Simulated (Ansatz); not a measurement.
# Te2Mo in Ansatz: notebook

One slab, Te2Mo, is run at these levels: r2SCAN+U; tasks: single point.

Program: Ansatz 0.2.0. These are calculated values, not measurements. Logs are shortened: lines on timing, memory, paths and dates and some standing lists are left out, and cuts for length are marked.

**1. Starting point**

The cell holds a slab with vacuum, 9 atoms: a = 3.562 Å, b = 3.562 Å, c = 31.563 Å, α = 90.00°, β = 90.00°, γ = 120.00°.

**2. Single point, r2SCAN+U**

File input.yaml:

```yaml
crystal:
  lattice:
    - [3.5624185427, 0.0, 0.0]
    - [-1.7812092714, 3.0851449569, 0.0]
    - [0.0, 0.0, 31.56326574]
  atoms:
    - { symbol: Te, position: [0.0, 0.0, 0.05676208] }
    - { symbol: Te, position: [0.3333333333, 0.6666666667, 0.28898622] }
    - { symbol: Te, position: [0.3333333333, 0.6666666667, 0.82440425] }
    - { symbol: Te, position: [0.3333333333, 0.6666666667, 0.17559575] }
    - { symbol: Te, position: [0.3333333333, 0.6666666667, 0.71101378] }
    - { symbol: Te, position: [0.0, 0.0, 0.94323792] }
    - { symbol: Mo, position: [0.3333333333, 0.6666666667, 0.0] }
    - { symbol: Mo, position: [0.0, 0.0, 0.23230601] }
    - { symbol: Mo, position: [0.0, 0.0, 0.76769399] }
hamiltonian:
  xc: r2scan
  pseudopotentials: { kind: paw }
  hubbard: { sites: [{ species: Mo, l: d, u_eff: 3.0 }] }
kpoints:
  mp_grid: { grid: [7, 7, 1] }
scf:
  occupations: { method: fermi_dirac, width: 0.05 }
output:
  forces: true
  stress: true
  eigenvalues: true
```

Potentials or basis: Ansatz PAW.

Run with:

```sh
ansatz run input.yaml --threads 4 --pin off --max-ram 11264MiB --backend cpu --events-out ev --progress --plain --runs-dir out
```

The log of the run:

```text
Warning: RAYON_NUM_THREADS=4 ignored (pool sized by the plan → 4); use --threads N
Te: projections on atomic orbitals take those of the free atom [Kr] 4d10 5s2 5p4, of charge +0.00 (hamiltonian.pseudopotentials.projection_atoms); the dataset's partial waves leave at most 7.8e-6 of an orbital's norm unspanned inside its sphere
Mo: projections on atomic orbitals take those of the free atom [Ar 3d10] 4s2 4p6 4d5 5s1, of charge +0.00 (hamiltonian.pseudopotentials.projection_atoms); the dataset's partial waves leave at most 6.0e-6 of an orbital's norm unspanned inside its sphere
Engine: ansatz 0.2.0, aarch64-unknown-linux-gnu
Pseudopotentials: kind: paw
Pseudopotential: Te, paw, valence charge 16, recommended cutoff 500 eV (meta_gga), Te.paw.azcp
Pseudopotential: Mo, paw, valence charge 14, recommended cutoff 500 eV (meta_gga), Mo.paw.azcp
Functional definition: r2SCAN
  parameter k0 = 0.174
  parameter k1 = 0.065
  parameter a1 = 4.9479
  exchange = r2scan_x(k0 = k0, k1 = k1, a1 = a1)
  correlation = r2scan_c
Crystal: 9 atoms, lattice volume = 346.899 Å³
Basis set: ecut = 500 eV, 8923 PW (Γ), exchange–correlation on 108×108×960 points (64 copies of the dense FFT grid, shifted against one another)
Bands: 83, of which v1, the nominal top of the filled ones, is band 69 counted from 1 (68 counted from 0)
Symmetry: 12 space group operations
Space group: P-6m2 (ITA 187), of the structure as read, at distance tolerance 7.0e-5 Å
k-points: 8 of 49 (time reversal used)
Non-local potential: Te, projectors of the file, l = 0: 2, l = 1: 2, l = 2: 2, l = 3: 2
Non-local potential: Mo, projectors of the file, l = 0: 3, l = 1: 2, l = 2: 2, l = 3: 1
PAW form: soft (Blöchl's): semilocal exchange-correlation on the pseudo side does not see the compensation charge
PAW frozen core: Te, regenerated for the run's functional (the file was generated under x = pbe(κ = 0.804, μ = 0.2195149727645171), c = pbe(β = 0.06672455060314922))
PAW frozen core: Mo, regenerated for the run's functional (the file was generated under x = pbe(κ = 0.804, μ = 0.2195149727645171), c = pbe(β = 0.06672455060314922))
PAW one-centre angular grid: Te, 590 points (default); XC on 160 Gauss nodes
PAW one-centre angular grid: Mo, 590 points (default); XC on 160 Gauss nodes
Initial density: superposition of atomic densities (neutral atoms: chi_scale 0, normalization atom)
Initial wavefunctions: pseudopotential atomic-orbital guess
Functional: x = r2scan, c = r2scan; τ floored in thin density (d = 2e-4 eV/Å³)
SCF iter   1: F=—  HF=-56864.650254 eV  |F-HF|=—  |Δ(HF+E_count)|=         —  Δρ=4.26e-2  dr2=8.95e0  dr2_τ=4.24e-1  ethr=3.10e-3  ⟨swp⟩=9.1  Hψ=2763  notcnv=0
preconditioner: auto → Resta (q_TF=auto, 2.340 Å⁻¹)  ε∞=4.5  [insulator: Δε(μ)=1.262 eV  Ē_g=7.834 eV  σ=0.050 eV  W_gap=1.00  n_scr=88 (ndim 8)  ℏωp=14.7 eV  f_vac=0.316  D(μ)=0.00/eV (n_scr^D=0)  ε∞_Penn≈4.5  vacuum switching on, ρ_ref=4.5e-3 e/Å³]
SCF iter   2: F=—  HF=-56863.577315 eV  |F-HF|=—  |Δ(HF+E_count)|=    1.07e0  Δρ=1.85e-2  dr2=4.49e0  dr2_τ=6.46e-1  ethr=3.10e-3  ⟨swp⟩=3.0  Hψ=1297  notcnv=0  defer=25
SCF iter   3: F=—  HF=-56863.251306 eV  |F-HF|=—  |Δ(HF+E_count)|=   3.26e-1  Δρ=1.15e-2  dr2=5.85e-1  dr2_τ=1.30e-2  ethr=3.10e-3  ⟨swp⟩=3.0  Hψ=854  notcnv=0  defer=25
SCF iter   4: F=—  HF=-56863.250221 eV  |F-HF|=—  |Δ(HF+E_count)|=   1.08e-3  Δρ=2.04e-3  dr2=2.20e-2  dr2_τ=1.30e-3  ethr=4.24e-4  ⟨swp⟩=3.4  Hψ=1253  notcnv=0  defer=22
SCF iter   5: F=—  HF=-56863.256963 eV  |F-HF|=—  |Δ(HF+E_count)|=   6.74e-3  Δρ=8.03e-4  dr2=4.29e-3  dr2_τ=2.11e-4  ethr=1.60e-5  ⟨swp⟩=2.1  Hψ=921  notcnv=0  defer=22
SCF iter   6: F=—  HF=-56863.258298 eV  |F-HF|=—  |Δ(HF+E_count)|=   1.33e-3  Δρ=4.72e-4  dr2=3.40e-3  dr2_τ=1.41e-4  ethr=3.11e-6  ⟨swp⟩=2.0  Hψ=930  notcnv=0  defer=22
SCF iter   7: F=—  HF=-56863.258082 eV  |F-HF|=—  |Δ(HF+E_count)|=   2.16e-4  Δρ=1.50e-4  dr2=1.57e-4  dr2_τ=7.21e-6  ethr=2.46e-6  ⟨swp⟩=2.0  Hψ=717  notcnv=0  defer=22
SCF iter   8: F=—  HF=-56863.258221 eV  |F-HF|=—  |Δ(HF+E_count)|=   1.39e-4  Δρ=5.26e-5  dr2=4.92e-5  dr2_τ=9.71e-7  ethr=1.14e-7  ⟨swp⟩=2.2  Hψ=854  notcnv=0  defer=22
SCF iter   9: F=—  HF=-56863.258344 eV  |F-HF|=—  |Δ(HF+E_count)|=   1.23e-4  Δρ=2.83e-5  dr2=1.27e-5  dr2_τ=4.29e-7  ethr=3.57e-8  ⟨swp⟩=2.0  Hψ=795  notcnv=0  defer=22
SCF iter  10: F=—  HF=-56863.258350 eV  |F-HF|=—  |Δ(HF+E_count)|=   5.59e-6  Δρ=9.66e-6  dr2=1.25e-6  dr2_τ=3.23e-8  ethr=9.18e-9  ⟨swp⟩=2.0  Hψ=829  notcnv=0  defer=22
SCF iter  11: F=—  HF=-56863.258352 eV  |F-HF|=—  |Δ(HF+E_count)|=   1.75e-6  Δρ=4.12e-6  dr2=2.18e-7  dr2_τ=2.48e-9  ethr=9.06e-10  ⟨swp⟩=2.4  Hψ=863  notcnv=0  defer=22
SCF iter  12: F=-56863.258352 eV  HF=-56863.258352 eV  |F-HF|=1.21e-9  |Δ(HF+E_count)|=   2.71e-7  Δρ=1.44e-6  dr2=2.04e-8  dr2_τ=4.84e-10  ethr=7.25e-11  ⟨swp⟩=14.6  Hψ=2794  notcnv=0
SCF 1 converged in 12 iterations: F = -56863.258352 eV  dr2 = 2.04e-8
SCF converged after 12 iterations
Free energy (F): -56863.258352 eV
Harris-Foulkes:  -56863.258352 eV  (|F-HF|=1.21e-9)
Internal energy: -56863.258350 eV  (E = F + TS)
E sigma→0 (E₀):  -56863.258351 eV
Entropy (-TS):   -0.000002 eV (-0.000 meV/atom)
Fermi energy:    6.609953 eV
--- Per-component energies (eV) ---
  E_band       = -2663.954079
  E_kinetic    = 2406.141750
  E_local      = -97498.131836  (includes V_loc(G=0)·N_el)
  E_nonlocal   = -1430.066313
  E_hartree    = 48997.102076
  E_xc         = -1226.534594
  E_vxc        = -1438.386016  (∫ρ·V_xc dr)
  E_hubbard    = 11.123607  (on-site DFT+U / exact-exchange correction)
  E_vhub       = -2.410444  (the Hubbard potential's part of the band-sum identity)
  E_paw        = -37773.804098  (= ΣΔE_a)
  E_vpaw       = -2787.110530  (= ΣTr[D̂ρ^β])
  E_aug_tail   = -0.000238  (compensation charges beyond the density's cutoff)
  E_vtau       = 91.819583  (kinetic-family band-sum trace: ∫τ·v_τ [+ j·A + Jᵃ·Aᵃ] dr)
  E_ewald      = 29649.865774
  E_core_change = 1.045522  (= ΣΔE_core)
  E_smearing   = -0.000002  (= −TS)
  E_closure    = 0.000000  (closes the sum)
  Σ components = -56863.258352   (vs F -56863.258352, Δ=0.00e0)
--- Forces (eV/Å), atoms counted from 1 ---
  atom   1  Te     0.00000000     0.00000000    -0.07876798
  atom   2  Te    -0.00000000    -0.00000000    -0.06173010
  atom   3  Te    -0.00000000    -0.00000000    -0.05151759
  atom   4  Te    -0.00000000    -0.00000000     0.05151759
  atom   5  Te    -0.00000000    -0.00000000     0.06173010
  atom   6  Te     0.00000000     0.00000000     0.07876798
  atom   7  Mo    -0.00000000    -0.00000000     0.00000000
  atom   8  Mo     0.00000000     0.00000000     0.01534302
  atom   9  Mo     0.00000000     0.00000000    -0.01534302
  max |Σ_I F_I| component: 3.24e-17 eV/Å
--- Stress (GPa, compression-positive) ---
       -0.161474       0.000000       0.000000
        0.000000      -0.161474       0.000000
        0.000000       0.000000      -0.282860
  P = ⅓ Tr σ = -0.2019 GPa (-2.019 kbar)
--- Band table (eV; the first three rows and the last of 8) ---
  k-point 0: bands = ["-56.4145", "-56.4143", "-56.4143", "-31.3150", "-31.3150", "-31.3136", "-31.3136", "-31.3136", "-31.3136", "-31.2987", "-31.2987", "-31.2971", "-31.2971", "-31.2971", "-31.2971", "-31.2404", "-31.2404", "-31.2377", "-31.2377", "-31.2377", "-31.2377", "-31.2271", "-31.2271", "-31.2236", "-31.2236", "-31.2236", "-31.2236", "-31.2115", "-31.2084", "-31.2083", "-31.2006", "-31.1960", "-31.1960", "-29.8076", "-29.8075", "-29.8075", "-29.7133", "-29.7133", "-29.7133", "-29.7133", "-29.7131", "-29.7131", "-7.0342", "-6.9776", "-6.9156", "-6.0276", "-5.9255", "-5.8342", "0.5776", "0.8641", "1.1805", "3.7246", "4.2496", "4.2496", "4.2506", "4.2506", "4.2587", "4.2587", "4.3122", "4.9969", "5.1135", "5.1135", "5.1177", "5.1177", "5.1281", "5.1281", "5.4038", "5.8500", "6.0153", "9.2416", "9.2416", "9.2679", "9.2679", "9.2922", "9.2922", "9.5201", "9.5201", "9.5738", "9.5738", "9.6130", "9.6130", "10.8960", "11.2100"]
  k-point 1: bands = ["-56.4127", "-56.4126", "-56.4126", "-31.3122", "-31.3108", "-31.3108", "-31.3105", "-31.3091", "-31.3091", "-31.3029", "-31.3013", "-31.3013", "-31.2948", "-31.2933", "-31.2933", "-31.2422", "-31.2412", "-31.2396", "-31.2396", "-31.2387", "-31.2387", "-31.2329", "-31.2294", "-31.2294", "-31.2274", "-31.2240", "-31.2240", "-31.2099", "-31.2067", "-31.2067", "-31.1984", "-31.1939", "-31.1939", "-29.7928", "-29.7926", "-29.7926", "-29.7397", "-29.7397", "-29.7395", "-29.7177", "-29.7177", "-29.7175", "-6.7500", "-6.6945", "-6.6334", "-5.8302", "-5.7337", "-5.6480", "0.8810", "1.1597", "1.4720", "3.4403", "3.6551", "3.6689", "3.6747", "3.8425", "4.1236", "4.4768", "4.4805", "4.4910", "4.7554", "4.7631", "4.7765", "5.0666", "5.1500", "5.4033", "5.4288", "5.8106", "5.8237", "8.4125", "8.4698", "8.5284", "8.5560", "8.6165", "8.6488", "8.9498", "9.0140", "9.0766", "9.4515", "9.5139", "9.5604", "11.2409", "11.5645"]
  k-point 2: bands = ["-56.4090", "-56.4088", "-56.4088", "-31.3144", "-31.3129", "-31.3129", "-31.3055", "-31.3039", "-31.3039", "-31.3008", "-31.2992", "-31.2992", "-31.2862", "-31.2846", "-31.2846", "-31.2461", "-31.2436", "-31.2435", "-31.2435", "-31.2429", "-31.2421", "-31.2421", "-31.2383", "-31.2383", "-31.2282", "-31.2248", "-31.2248", "-31.2067", "-31.2035", "-31.2035", "-31.1935", "-31.1890", "-31.1890", "-29.7989", "-29.7989", "-29.7984", "-29.7601", "-29.7596", "-29.7596", "-29.7277", "-29.7277", "-29.7275", "-5.9883", "-5.9383", "-5.8827", "-5.3033", "-5.2256", "-5.1578", "1.4656", "1.6555", "1.8471", "2.3735", "2.4182", "2.5651", "2.6593", "2.8198", "2.8587", "4.1081", "4.1206", "4.1392", "4.5468", "4.7411", "4.9707", "5.0332", "5.0497", "5.0706", "5.0918", "5.1649", "5.1794", "7.5218", "7.6827", "7.8710", "8.0672", "8.1237", "8.1769", "8.5486", "8.8008", "9.1075", "9.7194", "9.8271", "9.9189", "12.0928", "12.3200"]
  k-point 7: bands = ["-56.4048", "-56.4046", "-56.4046", "-31.3223", "-31.3208", "-31.3208", "-31.2967", "-31.2950", "-31.2950", "-31.2892", "-31.2876", "-31.2876", "-31.2857", "-31.2840", "-31.2840", "-31.2608", "-31.2584", "-31.2584", "-31.2470", "-31.2445", "-31.2445", "-31.2340", "-31.2321", "-31.2307", "-31.2307", "-31.2288", "-31.2287", "-31.2055", "-31.2021", "-31.2021", "-31.1885", "-31.1841", "-31.1841", "-29.8333", "-29.8333", "-29.8326", "-29.7708", "-29.7708", "-29.7707", "-29.7240", "-29.7233", "-29.7233", "-4.7893", "-4.7710", "-4.7508", "-4.4800", "-4.4567", "-4.4376", "1.2752", "1.3036", "1.3209", "1.5017", "1.5399", "1.5782", "2.6351", "2.6416", "2.6493", "2.8210", "2.8345", "3.0227", "3.0495", "3.2210", "3.2259", "4.3568", "4.3858", "4.4469", "5.8583", "5.8999", "5.9411", "7.2622", "7.3044", "7.3398", "8.0246", "8.2050", "8.3488", "8.3914", "8.5310", "8.5325", "10.0047", "10.2109", "10.4446", "11.4043", "11.5112"]
Occupation matrices written to <dir>
```

It took 20 s on 4 threads of Arm Neoverse V1, shared host; peak memory 1.6 GiB.

What came out:

| Property | Result |
| --- | --- |
| Free energy | -56863.2584 eV |
| Largest force | 0.079 eV/Å |
| Band gap on the k mesh | 1.25 eV, indirect (least direct gap 1.32 eV) |

Forces on the atoms (eV/Å):
```
Te   0.000  0.000 -0.079
Te   0.000  0.000 -0.062
Te   0.000  0.000 -0.052
Te   0.000  0.000  0.052
Te   0.000  0.000  0.062
Te   0.000  0.000  0.079
Mo   0.000  0.000  0.000
Mo   0.000  0.000  0.015
Mo   0.000  0.000 -0.015
```

Stress tensor (GPa, compression positive):
```
-0.16  0.00  0.00
 0.00 -0.16  0.00
 0.00  0.00 -0.28
```

Levels at points of the mesh, in eV from the valence-band top:
| k point | band 67 | band 68 | band 69 | band 70 | band 71 | band 72 |
| --- | --- | --- | --- | --- | --- | --- |
| (0.00, 0.00, 0.00) | -0.61 | -0.17 | 0.00 | 3.23 | 3.23 | 3.25 |

Eigenvalues of the final occupation matrices:
| site | spin | trace | eigenvalues |
| --- | --- | --- | --- |
| site 1 | 1 | 2.74 | 0.53 0.53 0.55 0.55 0.59 |
| site 2 | 1 | 2.74 | 0.53 0.53 0.55 0.55 0.59 |
| site 3 | 1 | 2.74 | 0.53 0.53 0.55 0.55 0.59 |

Caveat: odd divisions of the mesh miss points on the zone boundary, where band edges often lie, so the gap on the mesh can be too wide; spin-orbit coupling is left out, which moves the levels of the heavy elements; the PAW data sets come from PBE, with cores solved anew for the run's functional, which leaves a small shift of forces and pressure; the U is typed as a test and isn't derived for this compound.

**3. Single point, r2SCAN+U**

Edit input.yaml of step 2 so:

```diff
@@ -18,3 +18,3 @@
   pseudopotentials: { kind: paw }
-  hubbard: { sites: [{ species: Mo, l: d, u_eff: 3.0 }] }
+  hubbard: { sites: [{ species: Mo, l: d, u_eff: 4.0 }] }
 kpoints:
```

Potentials or basis: Ansatz PAW.

Run with:

```sh
ansatz run input.yaml --threads 4 --pin off --max-ram 11264MiB --backend cpu --events-out ev --progress --plain --runs-dir out
```

The log of the run:

```text
Warning: RAYON_NUM_THREADS=4 ignored (pool sized by the plan → 4); use --threads N
[... 89 lines left out ...]
  k-point 7: bands = ["-56.3636", "-56.3634", "-56.3634", "-31.3258", "-31.3242", "-31.3242", "-31.3012", "-31.2995", "-31.2995", "-31.2943", "-31.2927", "-31.2927", "-31.2908", "-31.2891", "-31.2891", "-31.2649", "-31.2625", "-31.2624", "-31.2512", "-31.2486", "-31.2486", "-31.2383", "-31.2365", "-31.2350", "-31.2350", "-31.2331", "-31.2331", "-31.2093", "-31.2059", "-31.2059", "-31.1925", "-31.1880", "-31.1880", "-29.8028", "-29.8028", "-29.8021", "-29.7410", "-29.7410", "-29.7407", "-29.6716", "-29.6708", "-29.6708", "-4.7909", "-4.7725", "-4.7523", "-4.4825", "-4.4592", "-4.4400", "1.2643", "1.2929", "1.3101", "1.5019", "1.5402", "1.5788", "2.6285", "2.6343", "2.6399", "2.8181", "2.8320", "3.0170", "3.0511", "3.2222", "3.2249", "4.3591", "4.3880", "4.4496", "5.8367", "5.8783", "5.9192", "7.1872", "7.2304", "7.2663", "8.0303", "8.2057", "8.3481", "8.3892", "8.5271", "8.5381", "10.0147", "10.2209", "10.4552", "11.4086", "11.5156"]
Occupation matrices written to <dir>
```

occupation_matrices:

```text
# The occupation matrices of the corrected shells as a run of Ansatz 0.0.0 ended. An entry of
# hamiltonian.hubbard.sites starts from them by `starting_ns: <path of this file>`, where that key's refused
# combinations let it.
[... 41 lines left out ...]
  site8_d:
    matrix:
      - [0.6037770620996371, 1.3552527156068805e-20, 6.098637220230962e-20, -1.9081958235744878e-17, 1.0408340855860843e-17]
      - [1.3552527156068805e-20, 0.5282608509992848, -2.5370330836160804e-17, 3.1264189371063567e-15, -0.00012860334975247305]
      - [6.098637220230962e-20, -2.667137344314341e-17, 0.5282608509992848, -0.0001286033497524733, -3.126290188098374e-15]
      - [-1.734723475976807e-17, 3.1264121608427786e-15, -0.00012860334975247327, 0.5419972161731279, 7.806255641895632e-18]
      - [1.5612511283791264e-17, -0.0001286033497524731, -3.126317293152686e-15, -1.474514954580286e-17, 0.5419972161731281]
```

Run time: 20 s. Hardware: 4 threads of Arm Neoverse V1, shared host; peak memory 1.6 GiB.

Results:

| Item | Value |
| --- | --- |
| Free energy | -56859.5530 eV |
| Largest force | 0.099 eV/Å |
| Band gap on the k mesh | 1.24 eV, indirect (least direct gap 1.27 eV) |

Forces in eV/Å, atoms in the order of the input:
```
Te   0.000  0.000 -0.099
Te   0.000  0.000 -0.083
Te   0.000  0.000 -0.072
Te   0.000  0.000  0.072
Te   0.000  0.000  0.083
Te   0.000  0.000  0.099
Mo   0.000  0.000  0.000
Mo   0.000  0.000  0.015
Mo   0.000  0.000 -0.015
```

Stress tensor (GPa, compression positive):
```
-0.19  0.00  0.00
 0.00 -0.19  0.00
 0.00  0.00 -0.39
```

Levels at points of the mesh, in eV from the valence-band top:
```
           k point  band 67  band 68  band 69  band 70  band 71  band 72
(0.00, 0.00, 0.00)    -0.62    -0.15     0.00     3.30     3.30     3.33
```

Eigenvalues of the final occupation matrices:
```
  site  spin  trace               eigenvalues
site 1     1   2.74  0.53 0.53 0.54 0.54 0.60
site 2     1   2.74  0.53 0.53 0.54 0.54 0.60
site 3     1   2.74  0.53 0.53 0.54 0.54 0.60
```

Caveat: odd divisions of the mesh miss points on the zone boundary, where band edges often lie, so the gap on the mesh can be too wide; spin-orbit coupling is left out, which moves the levels of the heavy elements; the PAW data sets come from PBE, with cores solved anew for the run's functional, which leaves a small shift of forces and pressure; the U is typed as a test and isn't derived for this compound.

**4. Single point, r2SCAN+U**

Edit input.yaml of step 3 so:

```diff
@@ -18,3 +18,3 @@
   pseudopotentials: { kind: paw }
-  hubbard: { sites: [{ species: Mo, l: d, u_eff: 4.0 }] }
+  hubbard: { sites: [{ species: Mo, l: d, u_eff: 5.0 }] }
 kpoints:
```

Run with:

```sh
ansatz run input.yaml --threads 4 --pin off --max-ram 11264MiB --backend cpu --events-out ev --progress --plain --runs-dir out
```

Run time: 22 s. Hardware: 4 threads of Arm Neoverse V1, shared host; peak memory 1.6 GiB.

It converged, with:

```
Free energy            : -56855.8565 eV
Largest force          : 0.125 eV/Å
Band gap on the k mesh : 1.15 eV, direct
```

Forces in eV/Å, atoms in the order of the input:
```
Te   0.000  0.000 -0.125
Te   0.000  0.000 -0.111
Te   0.000  0.000 -0.098
Te   0.000  0.000  0.098
Te   0.000  0.000  0.111
Te   0.000  0.000  0.125
Mo   0.000  0.000  0.000
Mo   0.000  0.000  0.016
Mo   0.000  0.000 -0.016
```

Stress tensor (GPa, compression positive):
```
-0.10  0.00  0.00
 0.00 -0.10  0.00
 0.00  0.00 -0.53
```

Levels at points of the mesh, in eV from the valence-band top:
```csv
k point,band 65,band 66,band 67,band 68,band 69,band 70,band 71,band 72,band 73,band 74
"(0.00, 0.00, 0.00)",-0.74,-0.74,-0.72,-0.20,-0.08,3.35,3.35,3.38,3.38,3.40
```

Eigenvalues of the final occupation matrices:
| site | spin | trace | eigenvalues |
| --- | --- | --- | --- |
| site 1 | 1 | 2.75 | 0.53 0.53 0.53 0.53 0.63 |
| site 2 | 1 | 2.75 | 0.53 0.53 0.53 0.53 0.63 |
| site 3 | 1 | 2.75 | 0.53 0.53 0.53 0.53 0.63 |

Caveat: odd divisions of the mesh miss points on the zone boundary, where band edges often lie, so the gap on the mesh can be too wide; spin-orbit coupling is left out, which moves the levels of the heavy elements; the PAW data sets come from PBE, with cores solved anew for the run's functional, which leaves a small shift of forces and pressure; the U is typed as a test and isn't derived for this compound.

(Part 1 of 2 ends here.)
